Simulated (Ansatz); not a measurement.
Co:

```xyz
4
Lattice="2.4706 0.0000 0.0000 -1.2353 2.1396 0.0000 0.0000 0.0000 8.0882" Properties=species:S:1:pos:R:3 pbc="T T T"
Co    1.2353    0.7132    6.0662
Co    0.0000    0.0000    4.0441
Co    0.0000    1.4264    2.0221
Co    0.0000    0.0000    0.0000
```

Base run:

- Program: Ansatz 0.2.0
- Functional: LDA
- Potentials or basis: all-electron LAPW, scalar-relativistic
- Cutoff: 290 eV (chosen from the basis error)
- Basis error allowed: 0.002 eV/atom
- k mesh: 12 × 12 × 4
- Occupations: fermi-dirac, width 0.05 eV
- Spin: collinear spin, ferromagnetic start
- Starting moments: [2.0, 2.0, 2.0, 2.0] μB

Its results: pressure -14.7 GPa; net moment 6.36 μB per cell; site moments Co +1.63, +1.62 μB.

**Question.** The run is repeated on the same cell with these changes: functional from LDA to PBE. What comes out?

**Answer.** Pressure 4.6 GPa; net moment 6.61 μB per cell; site moments Co +1.71, +1.69 μB.

PBE binds less tightly than LDA, so the same cell stands under more pressure.
